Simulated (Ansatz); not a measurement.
This script makes relaxations under a series of pressures of BaO, space group Fm-3m with Ansatz 0.2.0 through its Python package.

The script reads `POSCAR`:
```text
BaO
1.0
   0.00000000    2.75000000    2.75000000
   2.75000000    0.00000000    2.75000000
   2.75000000    2.75000000    0.00000000
Ba O
1 1
Direct
   0.00000000    0.00000000    0.00000000
   0.50000000    0.50000000    0.50000000
```

The script, `compress.py`:
```python
# -*- coding: utf-8 -*-
"""Volume and enthalpy of BaO against pressure."""

import logging
import sys

import ansatz as az
from ase.io import read
import numpy as np

logging.basicConfig(stream=sys.stdout, format="%(levelname)s %(message)s")
logger = logging.getLogger("run")
logger.setLevel(logging.INFO)

XC = "PBE"
SMEARING = "cold"
SIGMA = 0.01

def edges_and_angles(cell):
    cell = np.asarray(cell)
    a, b, c = np.linalg.norm(cell, axis=1)
    cosines = cell[1] @ cell[2] / (b * c), cell[0] @ cell[2] / (a * c), cell[0] @ cell[1] / (a * b)
    return (a, b, c, *np.degrees(np.arccos(cosines)))


def main():
    atoms = read("POSCAR", format="vasp")
    bao = az.Crystal.from_ase(atoms)

    base = (
        bao.calculation()
        .functional(XC)
        .occupations(SMEARING, width=SIGMA)
        .kpoints(6)
    )

    # H = F + PV, with 1 GPa A^3 = 1/160.21766 eV
    rows = []
    for pressure in [0, 10, 20, 30, 40]:
        outcome = base.relax(cell=True, pressure=pressure, force_tolerance=0.02).run(threads=1)
        cell = outcome.lattice.cell_ang
        n_atoms = len(outcome.lattice.sites)
        volume = abs(np.linalg.det(cell)) / n_atoms
        enthalpy = outcome.report["free_energy_ev"] / n_atoms + pressure * volume / 160.21766
        rows.append((pressure, volume, enthalpy, *edges_and_angles(cell)))
        logger.info(f"{pressure} GPa done: {volume:.4f} A^3/atom")

    logger.info(" P (GPa)  V (A^3/atom)  H (eV/atom)     a       b       c")
    for row in rows:
        logger.info("{:8.1f} {:12.4f} {:14.5f} {:7.4f} {:7.4f} {:7.4f}".format(*row[:6]))
    p, v = np.array([row[0] for row in rows], float), np.array([row[1] for row in rows])
    print("mean bulk modulus between rows (GPa):", np.round(-np.diff(p) / np.diff(np.log(v)), 1))


if __name__ == "__main__":
    main()
```

From its runs, with one value withheld:

| P (GPa) | relaxed V (Å³/atom) |
| --- | --- |
| 0 | 21.640 |
| 10 | 19.352 |
| 20 | 17.932 |
| 30 | 16.908 |
| 40 | ? |

What volume does the cell relax to at 40 GPa?

Murnaghan's form V = V0 (1 + B' P / B0)^(-1/B') through the 4 rows shown gives V0 = 21.638 Å³, B0 = 71.2 GPa and B' = 4.02, and so 16.127 Å³ an atom at 40 GPa. The run gave 16.109 Å³, 0.11 % away.

Reading the output:
- At a fixed pressure a relaxation lowers the enthalpy F + PV, while F alone can rise.
- The structure is a deposited one; some such entries were measured under pressure or heat, so a shift against it needn't be the functional's error alone.
- Symmetry holds the cell in this phase, whether or not it is the stable one at each pressure.
- Finished in 15 s on 1 thread of Intel(R) Xeon(R) 6975P-C (Granite Rapids) (shared host), peak memory 0.45 GiB.
